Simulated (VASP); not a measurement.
# Ru in VASP: further runs

Runs on Ru. Level: PBE. Tasks: single point.

All numbers are computed with VASP 6.6.1; they aren't measurements. Logs are shortened: lines on timing, memory, paths and dates and some standing lists are left out, and cuts for length are marked.

### Step 1. The cell of the first run

The cell holds a slab with vacuum, 16 atoms: a = 5.440 Å, b = 5.440 Å, c = 24.366 Å, α = 90.00°, β = 90.00°, γ = 120.00°.

The slab is cut from a database's or a generator's crystal, which needn't be the stable form of the element.

### Step 2. Single point, PBE (the clean substrate in the cell of the map)

The input, INCAR:

```
  PREC = Accurate
  ENCUT = 520
  EDIFF = 1E-6
  ISMEAR = 0
  SIGMA = 0.1
  LREAL = Auto
  LASPH = T
  NELM = 60
  ALGO = Fast
  ISIF = 2
  LWAVE = F
  LCHARG = F
  LDIPOL = T
  IDIPOL = 3
  DIPOL = 0.5 0.5 0.296
  GGA = PE
  NBANDS = 126
```

The input, KPOINTS:

```
regular mesh
0
Gamma
  6 6 1
```

The input, POSCAR:

```
Ru
1.0
    5.4400501759      0.0000000000      0.0000000000
   -2.7200250880      4.7112216502      0.0000000000
    0.0000000000      0.0000000000     24.3659169780
Ru
16
Direct
    0.3333333333      0.1666666667      0.1641637376
    0.3333333333      0.6666666667      0.1641637376
    0.8333333333      0.1666666667      0.1641637376
    0.8333333333      0.6666666667      0.1641637376
    0.1666666667      0.3333333333      0.2523354552
    0.1666666667      0.8333333333      0.2523354552
    0.6666666667      0.3333333333      0.2523354552
    0.6666666667      0.8333333333      0.2523354552
    0.3333333333      0.1666666667      0.3401874899
    0.3333333333      0.6666666667      0.3401874899
    0.8333333333      0.1666666667      0.3401874899
    0.8333333333      0.6666666667      0.3401874899
    0.1666666667      0.3333333333      0.4254269186
    0.1666666667      0.8333333333      0.4254269186
    0.6666666667      0.3333333333      0.4254269186
    0.6666666667      0.8333333333      0.4254269186
```

Potentials or basis: VASP PAW PBE potentials, release 64 (Ru_pv).

The run is started by

```bash
> cat potpaw_PBE.64/Ru_pv/POTCAR > POTCAR
> mpirun -np 1 vasp_std > vasp.out
```

OUTCAR:

```text
PREC = Accurate
   ENCUT = 520
   EDIFF = 1E-6
   ISMEAR = 0
   LREAL = Auto
   LASPH = T
   NELM = 60
   ISIF = 2
   GGA = PE

 ion  position               nearest neighbor table
   1  0.333  0.167  0.164-   5 2.66   7 2.66   6 2.66   4 2.72   4 2.72   3 2.72   3 2.72   2 2.72
                             2 2.72
   2  0.333  0.667  0.164-   6 2.66   8 2.66   5 2.66   3 2.72   3 2.72   4 2.72   4 2.72   1 2.72
                             1 2.72
   3  0.833  0.167  0.164-   7 2.66   5 2.66   8 2.66   2 2.72   2 2.72   1 2.72   1 2.72   4 2.72
                             4 2.72
   4  0.833  0.667  0.164-   8 2.66   6 2.66   7 2.66   1 2.72   1 2.72   2 2.72   2 2.72   3 2.72
                             3 2.72
   5  0.167  0.333  0.252-   9 2.65  11 2.65  10 2.65   1 2.66   3 2.66   2 2.66   8 2.72   8 2.72
                             7 2.72   7 2.72   6 2.72   6 2.72
   6  0.167  0.833  0.252-  10 2.65  12 2.65   9 2.65   2 2.66   4 2.66   1 2.66   7 2.72   7 2.72
                             8 2.72   8 2.72   5 2.72   5 2.72
   7  0.667  0.333  0.252-  11 2.65   9 2.65  12 2.65   3 2.66   1 2.66   4 2.66   6 2.72   6 2.72
                             5 2.72   5 2.72   8 2.72   8 2.72
   8  0.667  0.833  0.252-  12 2.65  10 2.65  11 2.65   4 2.66   2 2.66   3 2.66   5 2.72   5 2.72
                             6 2.72   6 2.72   7 2.72   7 2.72
   9  0.333  0.167  0.340-  13 2.60  15 2.60  14 2.60   5 2.65   7 2.65   6 2.65  12 2.72  12 2.72
[... 22 lines left out ...]
 A1 = (   5.4400501759,   0.0000000000,   0.0000000000)
 A2 = (  -2.7200250880,   4.7112216502,   0.0000000000)
 A3 = (   0.0000000000,   0.0000000000,  24.3659169780)

Analysis of symmetry for initial positions (statically):
=====================================================================
 Subroutine PRICEL returns following result:

  LATTYP: Found a hexagonal cell.
 ALAT       =     2.7200250879
 C/A-ratio  =     8.9579750885

  Lattice vectors:

 A1 = (   2.7200250879,   0.0000000000,   0.0000000000)
 A2 = (  -1.3600125440,   2.3556108251,   0.0000000000)
 A3 = (   0.0000000000,   0.0000000000,  24.3659169780)

   4 primitive cells build up your supercell.

 Routine SETGRP: Setting up the symmetry group for a
 hexagonal supercell.

 Subroutine GETGRP returns: Found  6 space group operations
 (whereof  6 operations were pure point group operations)
 out of a pool of 24 trial point group operations.

The static configuration has the point symmetry C_3v.

Analysis of symmetry for dynamics (positions and initial velocities):
=====================================================================
 Subroutine PRICEL returns following result:

  LATTYP: Found a hexagonal cell.
 ALAT       =     2.7200250879
 C/A-ratio  =     8.9579750885

  Lattice vectors:

 A1 = (   2.7200250879,   0.0000000000,   0.0000000000)
 A2 = (  -1.3600125440,   2.3556108251,   0.0000000000)
 A3 = (   0.0000000000,   0.0000000000,  24.3659169780)

   4 primitive cells build up your supercell.

 Routine SETGRP: Setting up the symmetry group for a
 hexagonal supercell.

 Subroutine GETGRP returns: Found  6 space group operations
 (whereof  6 operations were pure point group operations)
 out of a pool of 24 trial point group operations.

The dynamic configuration has the point symmetry C_3v.

 Subroutine INISYM returns: Found  6 space group operations
 (whereof  6 operations are pure point group operations),
 and found     4 'primitive' translations

----------------------------------------------------------------------------------------

                                     Primitive cell

  volume of cell :     156.1202

  direct lattice vectors                    reciprocal lattice vectors
     2.720025088  0.000000000  0.000000000     0.367643668  0.212259171  0.000000000
    -1.360012544  2.355610825  0.000000000     0.000000000  0.424518341  0.000000000
     0.000000000  0.000000000 24.365916978     0.000000000  0.000000000  0.041040934

  length of vectors
     2.720025088  2.720025088 24.365916978     0.424518341  0.424518341  0.041040934

  position of ions in fractional coordinates (direct lattice)
     0.666666667  0.333333333  0.164163738
     0.333333333  0.666666667  0.252335455
     0.666666667  0.333333333  0.340187490
     0.333333333  0.666666667  0.425426919

  ion indices of the primitive-cell ions
   primitive index   ion index
                 1           1
                 2           5
                 3           9
                 4          13

----------------------------------------------------------------------------------------

 KPOINTS: regular mesh

Automatic generation of k-mesh.
 Grid dimensions read from file:
 generate k-points for:    6    6    1

 Generating k-lattice:

  Cartesian coordinates                     Fractional coordinates (reciprocal lattice)
     0.030636972  0.017688264  0.000000000     0.166666667 -0.000000000  0.000000000
     0.000000000  0.035376528  0.000000000     0.000000000  0.166666667  0.000000000
     0.000000000  0.000000000  0.041040934     0.000000000  0.000000000  1.000000000

  Length of vectors
     0.035376528  0.035376528  0.041040934

  Shift w.r.t. Gamma in fractional coordinates (k-lattice)
     0.000000000  0.000000000  0.000000000

 Subroutine IBZKPT returns following result:
 ===========================================

 Found      7 irreducible k-points:

 Following reciprocal coordinates:
            Coordinates               Weight
  0.000000  0.000000  0.000000      1.000000
  0.166667 -0.000000  0.000000      6.000000
  0.333333  0.000000  0.000000      6.000000
  0.500000 -0.000000  0.000000      3.000000
  0.166667  0.166667  0.000000      6.000000
  0.333333  0.166667  0.000000     12.000000
  0.333333  0.333333  0.000000      2.000000
   k-points           NKPTS =      7   k-points in BZ     NKDIM =      7   number of bands    NBANDS=    126
   number of dos      NEDOS =    301   number of ions     NIONS =     16
   total plane-waves  NPLWV = 307200
   dimension x,y,z NGX =    40 NGY =   40 NGZ =  192
   dimension x,y,z NGXF=    80 NGYF=   80 NGZF=  384
   ions per type =              16
   NGX,Y,Z   is equivalent  to a cutoff of  12.22, 12.22, 13.10 a.u.
   NGXF,Y,Z  is equivalent  to a cutoff of  24.45, 24.45, 26.20 a.u.
 SYSTEM =  unknown system
   PREC   = accura    normal or accurate (medium, high low for compatibility)
   ISTART =      0    job   : 0-new  1-cont  2-samecut
   ICHARG =      2    charge: 1-file 2-atom 10-const
   ISPIN  =      1    spin polarized calculation?
   LNONCOLLINEAR =      F non collinear calculations
   LSORBIT =      F    spin-orbit coupling
   LASPH  =      T    aspherical Exc in radial PAW
   ENCUT  =  520.0 eV  38.22 Ry    6.18 a.u.  10.11 10.11 45.30*2*pi/ulx,y,z
   NELM   =     60;   NELMIN=  2; NELMDL= -5     # of ELM steps
   EDIFF  = 0.1E-05   stopping-criterion for ELM
   LREAL  =      T    real-space projection
   EDIFFG = 0.1E-04   stopping-criterion for IOM
   NSW    =      0    number of steps for IOM
   IBRION =     -1    ionic relax: 0-MD 1-quasi-New 2-CG
   NFREE  =      0    steps in history (QN), initial steepest desc. (CG)
   ISIF   =      2    stress and relaxation
   ISYM   =      2    0-nonsym 1-usesym 2-fastsym
   POTIM  = 0.5000    time-step for ionic-motion
   TEBEG  =    0.0;   TEEND  =   0.0 temperature during run
   PSTRESS=    0.0 pullay stress
   NELECT =     224.0000    total number of electrons
   NUPDOWN=      -1.0000    fix difference up-down
   EMIN   =  10.00;   EMAX   =-10.00  energy-range for DOS
   EFERMI =   0.00;   METHOD = LEGACY
   ISMEAR =     0;   SIGMA  =   0.10  broadening in eV -4-tet -1-fermi 0-gaus
   EFERMI_NEDOS =   21; number of points for ismear=-14 and -15
   IALGO  =     68    algorithm
   IMIX   =      4    mixing-type and parameters
     AMIX     =   0.40;   BMIX     =  1.00
     AMIX_MAG =   1.60;   BMIX_MAG =  1.00
  volume/ion in A,a.u.               =      39.03       263.39
  Fermi-wavevector in a.u.,A,eV,Ry     =   1.163191  2.198113 18.408869  1.353014
  Thomas-Fermi vector in A             =   2.299744
   LORBIT       =      0    0 simple, 1 ext, 2 COOP (PROOUT), +10 PAW based schemes
   GGA     = PE    functional components
   LHFCALC =     F    Hartree Fock is set to
   AEXX    =    0.0000 exact exchange contribution
   IVDW    =     0    specifies the selected vdW correction
   LEPSILON=     F    determine dielectric tensor
   LRPA    =     F    only Hartree local field effects (RPA)
 non-spin polarized calculation
 RMM-DIIS sequential band-by-band and
 Gauss-broadening in eV      SIGMA  =   0.10
  energy-cutoff  :      520.00
  volume of cell :      624.48
 maximum number of plane-waves:     16896
   NGX = 21   NGY = 21   NGZ = 91

 dipolmoment           0.000000      0.000000      0.012060 electrons x Angstroem

 number of electron     224.0000049 magnetization

 dipolmoment           0.000000      0.000000     -0.005108 electrons x Angstroem

 Free energy of the ion-electron system (eV)
  ---------------------------------------------------
  ext. energy  EPLUGINS =         0.00000000
  ---------------------------------------------------
  free energy    TOTEN  =      -139.22869304 eV

  energy without entropy =     -139.12965530  energy(sigma->0) =     -139.17917417

 E-fermi :   1.2294     XC(G=0):  -5.7701

 val. band max:        1.2174672405   @ k =   0.3333   0.1667   0.0000
 cond. band min:       1.2485011561   @ k =   0.3333   0.0000   0.0000
 fundamental gap:      0.0310339156
 Fermi energy:         1.2294034225

 k-point     1 :       0.0000    0.0000    0.0000
  band No.  band energies     occupation
      1     -42.3929      2.00000
      2     -42.3929      2.00000
      3     -42.3929      2.00000
      4     -42.3739      2.00000
      5     -42.3195      2.00000
      6     -42.3195      2.00000
[... 878 lines left out ...]
    123       2.0498      0.00000
    124       2.0702      0.00000
 [bands above 124 left out]

------------------------ aborting loop because EDIFF is reached ----------------------------------------

 vacuum level on the upper side and lower side of the slab       (xc-potential included)        -0.109        -0.073

  FORCE on cell =-STRESS in cart. coord.  units (eV):
  Direction    XX          YY          ZZ          XY          YZ          ZX
  --------------------------------------------------------------------------------------
  -------------------------------------------------------------------------------------
  Total      -13.0670918    -13.0670918     -5.4143664      0.0000000     -0.0000000      0.0000000
  in kB      -33.5251186    -33.5251186    -13.8911763      0.0000000     -0.0000000      0.0000000
  external PRESSURE =     -26.9804712 kB  Pullay stress =       0.0000000 kB

 VOLUME and BASIS-vectors are now :
 -----------------------------------------------------------------------------
  energy-cutoff  :      520.00
  volume of cell :      624.48
      direct lattice vectors                 reciprocal lattice vectors
     5.440050176  0.000000000  0.000000000     0.183821834  0.106129585  0.000000000
    -2.720025088  4.711221650  0.000000000     0.000000000  0.212259171  0.000000000
     0.000000000  0.000000000 24.365916978     0.000000000  0.000000000  0.041040934

 POSITION                                       TOTAL-FORCE (eV/Angst)
 -----------------------------------------------------------------------------------
      1.36001      0.78520      4.00000        -0.000000     -0.000000      0.620042
     -0.00000      3.14081      4.00000        -0.000000      0.000000      0.620042
      4.08004      0.78520      4.00000         0.000000     -0.000000      0.620042
      2.72003      3.14081      4.00000        -0.000000      0.000000      0.620042
      0.00000      1.57041      6.14838         0.000000     -0.000000     -0.628011
     -1.36001      3.92602      6.14838         0.000000      0.000000     -0.628011
[... 8 lines left out ...]
      2.72003      1.57041     10.36592        -0.000000      0.000000      0.009095
      1.36001      3.92602     10.36592        -0.000000      0.000000      0.009095
 -----------------------------------------------------------------------------------
    total drift:                               -0.000000     -0.000000     -0.005497

  FREE ENERGIE OF THE ION-ELECTRON SYSTEM (eV)
  ---------------------------------------------------
  free  energy   TOTEN  =      -139.2286930363 eV

  energy  without entropy=     -139.1296553005  energy(sigma->0) =     -139.17917417

 vacuum level on the upper side and lower side of the slab         6.192         6.229
```

Wall time 16 min (1 thread of AMD EPYC 9R45 (Zen 5), shared host); peak memory 0.81 GiB.

Results:

| Property | Result |
| --- | --- |
| Free energy | -139.2287 eV |
| Largest force | 0.628 eV/Å |
| Band gap on the k mesh | none (metal or under the smearing width) |

Forces on the atoms (eV/Å):
```
Ru   0.000  0.000  0.620
Ru   0.000  0.000  0.620
Ru   0.000  0.000  0.620
Ru   0.000  0.000  0.620
Ru   0.000  0.000 -0.628
Ru   0.000  0.000 -0.628
Ru   0.000  0.000 -0.628
Ru   0.000  0.000 -0.628
Ru   0.000  0.000 -0.001
Ru   0.000  0.000 -0.001
Ru   0.000  0.000 -0.001
Ru   0.000  0.000 -0.001
Ru   0.000  0.000  0.009
Ru   0.000  0.000  0.009
Ru   0.000  0.000  0.009
Ru   0.000  0.000  0.009
```

### Step 3. Single point, PBE (clean slab, lower half held)

The input, INCAR:

```
SYSTEM = Ru
PREC = Accurate
ENCUT = 520
EDIFF = 1E-6
ISMEAR = 0
SIGMA = 0.1
LREAL = .False.
LASPH = .True.
NELM = 60
ALGO = Fast
ISIF = 2
LWAVE = .False.
LCHARG = .False.
LDIPOL = .True.
IDIPOL = 3
DIPOL = 0.5 0.5 0.499
GGA = PE
NBANDS = 36
```

The input, KPOINTS:

```
regular mesh
0
Gamma
  12 12 1
  0 0 0
```

The input, POSCAR:

```
Ru
1.0
    2.7200250880      0.0000000000      0.0000000000
   -1.3600125440      2.3556108251      0.0000000000
    0.0000000000      0.0000000000     20.4451542509
Ru
4
Direct
    0.6666666667      0.3333333333      0.3423794173
    0.3333333333      0.6666666667      0.4474598058
    0.6666666667      0.3333333333      0.5521592058
    0.3333333333      0.6666666667      0.6537449810
```

Potentials or basis: VASP PAW PBE potentials, release 64 (Ru_pv).

The run is started by

```bash
> cat potpaw_PBE.64/Ru_pv/POTCAR > POTCAR
> mpirun -np 1 vasp_std > vasp.out
```

It took 84 s on 1 thread of AMD EPYC 9R45 (Zen 5), shared host; peak memory 0.23 GiB.

Results (log left out):

| Property | Result |
| --- | --- |
| Free energy | -34.8048 eV |
| Largest force | 0.628 eV/Å |
| Band gap on the k mesh | none (metal or under the smearing width) |

Forces in eV/Å, atoms in the order of the input:
```
Ru   0.000  0.000  0.620
Ru   0.000  0.000 -0.628
Ru   0.000  0.000 -0.002
Ru   0.000  0.000  0.010
```

Levels at points of the mesh, in eV from the Fermi level:
| k point | band 24 | band 25 | band 26 | band 27 | band 28 | band 29 | band 30 | band 31 |
| --- | --- | --- | --- | --- | --- | --- | --- | --- |
| (0.00, 0.00, 0.00) | -2.05 | -1.90 | -1.90 | -1.69 | -0.84 | -0.84 | 0.15 | 0.16 |
| (0.50, 0.00, 0.00) | -0.99 | 0.14 | 0.18 | 1.05 | 1.35 | 1.37 | 1.56 | 1.95 |
